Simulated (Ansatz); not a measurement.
CaO: relaxation of cell and atoms

Method: DFT, PBE, PAW with Ansatz's default frozen-core files, scalar-relativistic in Ansatz 0.2.0.

Command: `ansatz run input.yaml --threads 1 --pin off --max-ram 3072MiB --backend cpu --events-out ev --progress --plain --runs-dir out` The run took about 110 s on 1 thread of a shared machine.

```yaml
crystal:
  lattice:
    - [3.5823985977, 0.0, 0.0]
    - [-1.7911992988, 3.102448192, 0.0]
    - [0.0, 0.0, 5.8393097142]
  atoms:
    - { symbol: Ca, position: [0.3333333333, 0.6666666667, 0.0] }
    - { symbol: Ca, position: [0.6666666667, 0.3333333333, 0.5] }
    - { symbol: O, position: [0.3333333333, 0.6666666667, 0.376] }
    - { symbol: O, position: [0.6666666667, 0.3333333333, 0.876] }
kpoints:
  mp_grid: { grid: [12, 12, 6] }
scf:
  occupations: { method: fermi_dirac, width: 0.05 }
hamiltonian:
  xc: pbe
  pseudopotentials: { kind: paw }
output:
  forces: true
  stress: true
relax:
  f_tol: 0.005
  max_steps: 80
  cell: {}
```

The cell is built from the wurtzite type as a first guess.

The cutoff is 420 eV; energies and pressures of the walk include the program's estimate of the Pulay term.

Each frame lists the cell vectors (Å), then Cartesian positions (Å) and forces (eV/Å). Free energies count from the first step, -4774.6721 eV.

The walk took 15 evaluations in all; steps that aren't listed are left out.

Step 1: E = 0.0 meV, P = 9.62 GPa

```
cell 3.5824 0.0000 0.0000 -1.7912 3.1024 0.0000 0.0000 0.0000 5.8393
Ca    0.0000    2.0683    0.0000     0.000   0.000  -0.130
Ca    1.7912    1.0341    2.9197     0.000   0.000  -0.130
O     0.0000    2.0683    2.1956     0.000   0.000   0.130
O     1.7912    1.0341    5.1152     0.000   0.000   0.130
```

Step 2: E = -199.3 meV, P = 0.58 GPa

```
cell 3.7327 0.0000 0.0000 -1.8664 3.2326 0.0000 0.0000 0.0000 5.8618
Ca    0.0000    2.1551   -0.0259     0.000   0.000  -0.110
Ca    1.8664    1.0775    2.9050     0.000   0.000  -0.110
O     0.0000    2.1551    2.2300     0.000   0.000   0.110
O     1.8664    1.0775    5.1609     0.000   0.000   0.110
```

Step 3: E = -215.6 meV, P = -0.29 GPa

```
cell 3.7802 0.0000 0.0000 -1.8901 3.2738 0.0000 0.0000 0.0000 5.7453
Ca    0.0000    2.1825   -0.0523     0.000   0.000  -0.083
Ca    1.8901    1.0913    2.8204     0.000   0.000  -0.083
O     0.0000    2.1825    2.2125     0.000   0.000   0.083
O     1.8901    1.0913    5.0852     0.000   0.000   0.083
```

Step 4: E = -229.9 meV, P = -0.46 GPa

```
cell 3.8211 0.0000 0.0000 -1.9106 3.3092 0.0000 0.0000 0.0000 5.5828
Ca    0.0000    2.2061   -0.0849     0.000   0.000  -0.086
Ca    1.9106    1.1031    2.7065     0.000   0.000  -0.086
O     0.0000    2.2061    2.1841     0.000   0.000   0.086
O     1.9106    1.1031    4.9755     0.000   0.000   0.086
```

Step 5: E = -267.2 meV, P = -0.43 GPa

```
cell 3.8792 0.0000 0.0000 -1.9396 3.3595 0.0000 0.0000 0.0000 5.2996
Ca    0.0000    2.2396   -0.1392     0.000   0.000  -0.193
Ca    1.9396    1.1198    2.5106     0.000   0.000  -0.193
O     0.0000    2.2396    2.1319     0.000   0.000   0.193
O     1.9396    1.1198    4.7817     0.000   0.000   0.193
```

Step 6: E = -344.4 meV, P = -0.29 GPa

```
cell 3.9345 0.0000 0.0000 -1.9673 3.4074 0.0000 0.0000 0.0000 5.0148
Ca    0.0000    2.2716   -0.1969     0.000   0.000  -0.334
Ca    1.9673    1.1358    2.3105     0.000   0.000  -0.334
O     0.0000    2.2716    2.0825     0.000   0.000   0.334
O     1.9673    1.1358    4.5899     0.000   0.000   0.334
```

Step 7:

```
cell 3.9853 0.0000 0.0000 -1.9927 3.4514 0.0000 0.0000 0.0000 4.7297
Ca    0.0000    2.3009   -0.2828
Ca    1.9927    1.1505    2.0821
O     0.0000    2.3009    2.0612
O     1.9927    1.1505    4.4260
```

Step 8: E = -439.5 meV, P = 0.04 GPa

```
cell 3.9616 0.0000 0.0000 -1.9808 3.4308 0.0000 0.0000 0.0000 4.8401
Ca    0.0000    2.2872   -0.2997     0.000   0.000  -0.002
Ca    1.9808    1.1436    2.1204     0.000   0.000  -0.002
O     0.0000    2.2872    2.1196     0.000   0.000   0.002
O     1.9808    1.1436    4.5397     0.000   0.000   0.002
```

Step 9: E = -439.5 meV, P = -0.01 GPa

```
cell 3.9636 0.0000 0.0000 -1.9818 3.4326 0.0000 0.0000 0.0000 4.8370
Ca    0.0000    2.2884   -0.2999     0.000   0.000   0.000
Ca    1.9818    1.1442    2.1186     0.000   0.000   0.000
O     0.0000    2.2884    2.1186     0.000   0.000   0.000
O     1.9818    1.1442    4.5371     0.000   0.000   0.000
```

Step 10: E = -507.4 meV, P = 1.23 GPa (the cell of the step before, solved again on a basis chosen afresh, hence the jump)

Step 11: E = -513.0 meV, P = 0.20 GPa

```
cell 3.9970 0.0000 0.0000 -1.9985 3.4615 0.0000 0.0000 0.0000 4.8133
Ca    0.0000    2.3077   -0.2984     0.000   0.000   0.000
Ca    1.9985    1.1538    2.1082     0.000   0.000   0.000
O     0.0000    2.3077    2.1082     0.000   0.000   0.000
O     1.9985    1.1538    4.5149     0.000   0.000   0.000
```

Step 12: E = -512.8 meV, P = 0.00 GPa

```
cell 4.0028 0.0000 0.0000 -2.0014 3.4666 0.0000 0.0000 0.0000 4.8106
Ca    0.0000    2.3110   -0.2983     0.000   0.000   0.000
Ca    2.0014    1.1555    2.1070     0.000   0.000   0.000
O     0.0000    2.3110    2.1070     0.000   0.000   0.000
O     2.0014    1.1555    4.5123     0.000   0.000   0.000
```

Step 13: E = -515.2 meV, P = 0.02 GPa (the cell of the step before, solved again on a basis chosen afresh, hence the jump)

(1) Give the energy and forces of step 7.

(2) How does the relaxation end?

Results:

(1) E = -422.3 meV, P = 1.12 GPa
```
Ca    0.0000    2.3009   -0.2828     0.000   0.000  -0.078
Ca    1.9927    1.1505    2.0821     0.000   0.000  -0.078
O     0.0000    2.3009    2.0612     0.000   0.000   0.078
O     1.9927    1.1505    4.4260     0.000   0.000   0.078
```

(2) It converges, with a = 4.004 Å, b = 4.004 Å, c = 4.808 Å, α = 90.00°, β = 90.00°, γ = 120.00° (conventional cell, space group P6_3/mmc). The last solve (on a basis chosen afresh for the final cell, so its energy is not quite comparable) gives E = -515.2 meV, P = 0.00 GPa:
```
cell 4.0042 0.0000 0.0000 -2.0021 3.4678 0.0000 0.0000 0.0000 4.8083
Ca    0.0000    2.3118   -0.2981     0.000   0.000   0.000
Ca    2.0021    1.1559    2.1060     0.000   0.000   0.000
O     0.0000    2.3118    2.1061     0.000   0.000   0.000
O     2.0021    1.1559    4.5102     0.000   0.000   0.000
```
